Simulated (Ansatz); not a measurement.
# TiSi2: ab initio molecular dynamics

Level of theory: Ansatz, DFT PBEsol, scalar-relativistic, plane waves, PAW. Cutoff 420 eV, shifted (0.5, 0.5, 0.5 steps) 2×2×2 k-points, Fermi–Dirac smearing of 0.05 eV. The mesh is coarse. No spin polarisation.

36 atoms, starting at 1.00 times the perfect crystal's volume (space group Cmcm, not the usual structure); Langevin thermostat at 150 K (friction 0.02 fs⁻¹), fixed cell; 77 steps of 3 fs. The run is short and not equilibrated. The crystal has no gap, and so coarse a mesh can leave errors of tens of meV/atom and of a GPa or more.

First frame:

```
Ti Si
1.0
    -3.51705    0.00000   -7.11123
     5.27557    6.67412    0.00000
     5.27557   -6.67412    0.00000
Ti Si
12 24
Direct
  0.12500 0.81082 0.60585
  0.62500 0.64415 0.43918
  0.12500 0.14415 0.93918
  0.62500 0.97748 0.77252
  0.12500 0.47748 0.27252
  0.62500 0.31082 0.10585
  0.37500 0.68918 0.89415
  0.87500 0.52252 0.72748
  0.37500 0.02252 0.22748
  0.87500 0.85585 0.06082
  0.37500 0.35585 0.56082
  0.87500 0.18918 0.39415
  0.12500 0.14835 0.26832
  0.62500 0.98168 0.10165
  0.12500 0.48168 0.60165
  0.62500 0.31501 0.43499
  0.12500 0.81501 0.93499
  0.62500 0.64835 0.76832
  0.37500 0.35165 0.23168
  0.87500 0.18499 0.06501
  0.37500 0.68499 0.56501
  0.87500 0.51832 0.39835
  0.37500 0.01832 0.89835
  0.87500 0.85165 0.73168
  0.12500 0.45861 0.95805
  0.62500 0.29195 0.79139
  0.12500 0.79195 0.29139
  0.62500 0.62528 0.12472
  0.12500 0.12528 0.62472
  0.62500 0.95861 0.45805
  0.37500 0.04139 0.54195
  0.87500 0.87472 0.37528
  0.37500 0.37472 0.87528
  0.87500 0.20805 0.70861
  0.37500 0.70805 0.20861
  0.87500 0.54139 0.04195
```

```
Mean temperature over the second half                                                                                                                                                                          : 136 K
Mean pressure over the second half (kinetic part included)                                                                                                                                                     : 0.3 GPa
Mean potential energy above the perfect crystal (relaxed, at volume ratio 1; besides heat the difference comes from the crystal's own forces of up to 0.16 eV/Å; the free energy holds the electrons' entropy) : 16 meV/atom
Mean-square drift of Si from first to last step (mean shift of all atoms removed)                                                                                                                              : 0.00 Å²
Mean-square drift of Ti from first to last step (mean shift of all atoms removed)                                                                                                                              : 0.00 Å²
```

Pair distribution functions g(r), second half of the run, up to half the cell's height:

```tsv
r (Å)	Si-Si	Si-Ti	Ti-Ti
2.25	0.0	0.0	0.0
2.35	1.3	0.0	0.0
2.45	4.3	0.5	0.0
2.55	2.5	9.1	0.0
2.65	0.1	8.6	0.0
2.75	0.0	4.1	0.0
2.85	0.0	1.4	0.0
2.95	0.5	0.1	0.0
3.05	4.0	0.0	0.0
3.15	2.5	0.0	1.1
3.25	0.1	0.0	4.7
3.35	0.1	0.0	0.5
3.45	1.3	0.0	2.5
```

Along the run (potential energy from its first value; pressure with the kinetic part):

```csv
t (fs),T (K),ΔE_pot (meV/atom),P (GPa)
0.0,146,0.0,0.1
9.0,98,4.7,0.1
18.0,56,11.4,0.2
27.0,71,12.6,0.1
36.0,109,11.5,0.1
45.0,97,13.6,0.1
54.0,113,15.7,0.1
63.0,123,16.9,0.2
72.0,125,18.0,0.2
81.0,130,16.2,0.3
90.0,162,15.6,0.4
99.0,159,16.0,0.5
108.0,146,15.4,0.5
117.0,140,14.3,0.5
126.0,127,14.9,0.4
135.0,136,14.8,0.2
144.0,156,13.8,0.2
153.0,124,15.0,0.1
162.0,133,15.7,0.1
171.0,136,16.4,0.1
180.0,127,16.7,0.0
189.0,140,16.6,0.1
198.0,115,17.9,0.3
207.0,118,18.9,0.5
216.0,129,17.9,0.6
225.0,162,16.0,0.6
```

Cost: 1 run of about 37 core-minutes (earlier runs that led there not counted), on Intel Xeon Processor @ 2.70GHz (shared hosts).